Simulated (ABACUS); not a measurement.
Runs of ABACUS 3.10.1 on Os. It takes space group P6_3/mmc (No. 194, hexagonal). Conventional cell: a = 2.734 Å, b = 2.734 Å, c = 4.320 Å, α = 90.00°, β = 90.00°, γ = 120.00°. Os (site symmetry -6m2) has 12 Os at 2.68 to 2.73 Å as nearest neighbours. 

| task | potentials or basis | cell | cutoff (eV) | orbital files | SCF threshold on the density | eigensolver | gap on the mesh (eV) | pressure (GPa) | V0 of scaled cells (Å³/atom) | B0 (GPa) | largest force (eV/Å) |
| --- | --- | --- | --- | --- | --- | --- | --- | --- | --- | --- | --- |
| single point | PseudoDojo NC SR 0.4.1 PBE standard, DZP LCAO (the cutoffs set its grid) | as given | 1361 | Os Os_confined-atom_7au_3s2p2d1f.orb | 1e-07 | genelpa | none | 9.9 | - | - | - |
| equation of state | PseudoDojo NC SR 0.4.1 PBE standard, TZDP LCAO (the cutoffs set its grid) | as given | 1361 | Os Os_confined-atom_7au_4s3p3d1f.orb | 1e-07 | genelpa | - | - | 14.28 | 402 | - |
| single point | PseudoDojo NC SR 0.4.1 PBE standard, DZP LCAO (the cutoffs set its grid) | atoms moved at random, drawn with an rms of 0.05 Å | 1361 | Os Os_confined-atom_7au_3s2p2d1f.orb | 1e-07 | genelpa | none | 10.7 | - | - | 1.08 |
| equation of state | PseudoDojo NC SR 0.4.1 PBE standard, plane waves | as given | 1007 | - | 1e-08 | dav | - | - | 14.26 | (a) | - |
| single point | PseudoDojo NC SR 0.4.1 PBE standard, TZDP LCAO (the cutoffs set its grid) | as given | 1361 | Os Os_confined-atom_7au_4s3p3d1f.orb | 1e-07 | genelpa | none | 8.9 | - | - | - |
| single point | PseudoDojo NC SR 0.4.1 PBE standard, plane waves | as given | 1007 | - | 1e-08 | dav | none | 8.2 | - | - | - |
| equation of state | PseudoDojo NC SR 0.4.1 PBE standard, DZP LCAO (the cutoffs set its grid) | as given | 1361 | Os Os_confined-atom_7au_3s2p2d1f.orb | 1e-07 | genelpa | - | - | (b) | 397 | - |
| single point | PseudoDojo NC SR 0.4.1 PBE standard, plane waves | atoms moved at random, drawn with an rms of 0.05 Å | 1007 | - | 1e-08 | dav | none | 9.1 | - | - | 1.05 |

Alike in all rows: level PBE; no spin polarisation; k mesh 11 × 11 × 6; smearing fermi-dirac 0.05 eV.

Task: Fill in the values left out.

Result: (a) 398; (b) 14.31.

Caveats: the atomic orbitals were generated for these runs and aren't a published set (some runs); the basis of atomic orbitals isn't converged, which shifts pressures, moduli and gaps (some runs); the cell was scaled at fixed shape and fractional positions, which overstates the stiffness of a crystal with free parameters, most of all of layers and chains (some runs).

A k mesh can miss the band edges, and the runs leave out spin-orbit coupling on Os.

A gap of «none» marks a metal or a gap under the smearing width.
